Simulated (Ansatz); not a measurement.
Two Ansatz runs on Co

Structure from Materials Project entry mp-102 (possibly hypothetical), not relaxed further.

First run: DFT, PBE, all-electron LAPW, scalar-relativistic (Ansatz 0.2.0).

Command: `ansatz run input.yaml --threads 1 --pin off --max-ram 3072MiB --backend cpu --events-out ev --progress --plain --runs-dir out` The run took 32 s on 1 thread of Arm Neoverse V2 (shared host).

```yaml
crystal:
  lattice:
    - [0.0, 1.7566572351, 1.7566572351]
    - [1.7566572351, 0.0, 1.7566572351]
    - [1.7566572351, 1.7566572351, 0.0]
  atoms:
    - { symbol: Co, position: [0.0, 0.0, 0.0], spin: 2.0 }
magnetization:
  spin_polarized: true
kpoints:
  mp_grid: { grid: [18, 18, 18] }
  band_path:
    path:
      - [0.0, 0.0, 0.0]
      - [0.5, 0.0, 0.5]
      - [0.625, 0.25, 0.625]
      - [0.375, 0.375, 0.75]
      - [0.0, 0.0, 0.0]
      - [0.5, 0.5, 0.5]
      - [0.5, 0.25, 0.75]
      - [0.5, 0.0, 0.5]
    npoints: 14
scf:
  occupations: { method: fermi_dirac, width: 0.05 }
hamiltonian:
  xc: pbe
  pseudopotentials: { kind: all_electron, lapw: { basis_error: 0.001 } }
output:
  forces: true
  stress: true
  eigenvalues: true
  populations: true
  dos: { projected: true, de: 0.2, e_range: [-14, 8] }
```

Result: converged; pressure 1.01 GPa; moment 1.63 μB; 8 SCF iterations.

The input is then changed:

```diff
@@ -9,5 +9,5 @@
   spin_polarized: true
 kpoints:
-  mp_grid: { grid: [18, 18, 18] }
+  mp_grid: { grid: [22, 22, 22] }
   band_path:
     path:
@@ -23,4 +23,5 @@
 scf:
   occupations: { method: fermi_dirac, width: 0.05 }
+  mixing: { algorithm: broyden, beta: 0.7, ndim: 8 }
 hamiltonian:
   xc: pbe
@@ -31,4 +32,3 @@
   eigenvalues: true
   populations: true
-  dos: { projected: true, de: 0.2, e_range: [-14, 8] }
```

(1) Predict the outcome of the changed run.

Answers

(1) It converged; energy at zero smearing 0.0 meV/atom from the first run; pressure 1.42 GPa; moment 1.65 μB; 9 SCF iterations.
